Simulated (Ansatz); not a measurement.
**Ionic part of the dielectric constant of CaF2 at 9 GPa, mode by mode**

Computed with DFT PBEsol, scalar-relativistic, plane waves, PAW (Ansatz). Settings: 420 eV plane-wave cutoff, Γ-centred 8×8×8 mesh, fixed occupations. No spin polarisation. Phonons by linear response, acoustic sum rule imposed.

It takes space group Fm-3m (No. 225, cubic). Conventional cell: a = 5.268 Å, b = 5.268 Å, c = 5.268 Å, α = 90.00°, β = 90.00°, γ = 90.00°. Ca (site symmetry m-3m) is surrounded by 8 F at 2.28 Å. F (site symmetry -43m) is surrounded by 4 Ca at 2.28 Å.

At this pressure the crystal is close to a known change of phase.

The primitive cell has V = 36.55 Å³ and ε∞,yy = 2.385. Each polar mode adds Δε = (4.92064×10⁷/V)·S/ν² along y, with S its oscillator strength in e²/amu, ν in cm⁻¹ and V in Å³.

**Question.** From these modes, find each Δε and ε0,yy.
| ν (cm⁻¹) | S_yy (e²/amu) |
| --- | --- |
| 308.6 | 0.2944 |

**Answer.**
```
ν (cm⁻¹)    Δε
   308.6  4.16
```

The sum is 4.161, so ε0,yy = 6.55; the run's tensor has 6.54.

**Question.** Where do the longitudinal modes lie for a wave vector along y?

**Answer.** At 511 cm⁻¹. The Lyddane–Sachs–Teller product Π(ν_LO/ν_TO)² = 2.74 matches ε0/ε∞ = 2.74.

Cost: 1 run of about 0.84 core-minutes, on Intel Xeon Processor @ 2.50GHz (Skylake/Cascade Lake) (shared hosts).

The lattice contributes more to the static response than the electrons do, and all of it comes from the single triply degenerate infrared-active mode of fluorite, in which the Ca and F sublattices move against each other. The Raman-active mode moves only the fluorines, in antiphase, and carries no dipole. The large ionic share reflects strongly ionic bonding: displaced ions carry substantial effective charge, while the tightly held F 2p electrons and wide gap keep the electronic polarisability small. The same charge produces the macroscopic field that lifts the longitudinal mode from 308.6 to 511 cm⁻¹.

The electronic constant of 2.385 is well above the value known for CaF2 at ambient pressure, probably more than compression explains; semilocal functionals typically overestimate electronic screening. That would make the longitudinal–transverse splitting somewhat too small. The Lyddane–Sachs–Teller agreement confirms internal consistency, not accuracy. The real, fairly stiff transverse frequency gives no sign of a polar instability at the zone centre, but it can't settle stability against the reconstructive change to the denser cotunnite structure.
